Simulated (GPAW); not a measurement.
Runs of GPAW 26.7.0 on Ag. The structure is cubic, space group Fm-3m (No. 225). The conventional cell has a = 4.085 Å, b = 4.085 Å, c = 4.085 Å, α = 90.00°, β = 90.00°, γ = 90.00°. Ag (site symmetry m-3m) has 12 Ag at 2.89 Å as nearest neighbours. 

```tsv
task	level	potentials or basis	cell	cutoff (eV)	smearing	eigensolver	maxiter	optimizer	fmax	max steps	other keys	gap on the mesh (eV)	pressure (GPa)	relaxed volume (Å³/atom)
relaxation of cell and atoms	BLYP+D3(BJ)	PAW data sets generated in the run's folder for this functional, pw	relaxed	600	fermi-dirac 0.05 eV	davidson	150	LBFGS	0.02 eV/Å	60	-	none	0.0	16.88
Fermi surface	LDA	PAW data sets generated in the run's folder for this functional, pw	as given	600	fermi-dirac 0.05 eV	-	150	-	-	-	-	none	-7.6	-
single point	LDA	the program's PAW data sets (release 1.2.1) made for this functional, pw	as given	600	gaussian 0.02 eV	-	150	-	-	-	-	none	-7.7	-
single point	RPBE	the program's PAW data sets (release 1.2.1) made for this functional, pw	as given	600	gaussian 0.05 eV	-	150	-	-	-	-	none	(a)	-
relaxation of cell and atoms	BLYP+D4	PAW data sets generated in the run's folder for this functional, pw	relaxed	600	fermi-dirac 0.05 eV	davidson	150	BFGS	0.02 eV/Å	100	-	none	0.0	(b)
phonons	OLYP+D4	PAW data sets generated in the run's folder for this functional, pw	relaxed	510	fermi-dirac 0.05 eV	davidson	50	-	-	-	several, not listed	none	0.0	-
relaxation of cell and atoms	RPBE+D4	the program's PAW data sets (release 1.2.1) made for this functional, pw	relaxed	600	fermi-dirac 0.05 eV	-	150	FIRE	0.02 eV/Å	60	-	none	-0.1	16.88
relaxation of cell and atoms	revPBE+D4	the program's PAW data sets (release 1.2.1) made for this functional, pw	relaxed	600	fermi-dirac 0.05 eV	-	150	BFGS	0.02 eV/Å	100	-	none	0.0	16.83
```

Alike in all rows: no spin polarisation; k mesh 11 × 11 × 11.

Question: Fill in the values left out.

Answer: (a) 8.3; (b) 17.36.

Caveats: pairwise dispersion overbinds metals, which lowers pressure and volume (some runs); later steps reuse the first step's grids (some runs); the cutoff is short for stress and forces, so pressures can be off by a GPa or more (some runs); phonon bands are interpolated from a small supercell (some runs).

A k mesh can miss the band edges, and the runs leave out spin-orbit coupling on Ag.

A gap of «none» marks a metal or a gap under the smearing width.

Runs at the PBE level aren't shown here.
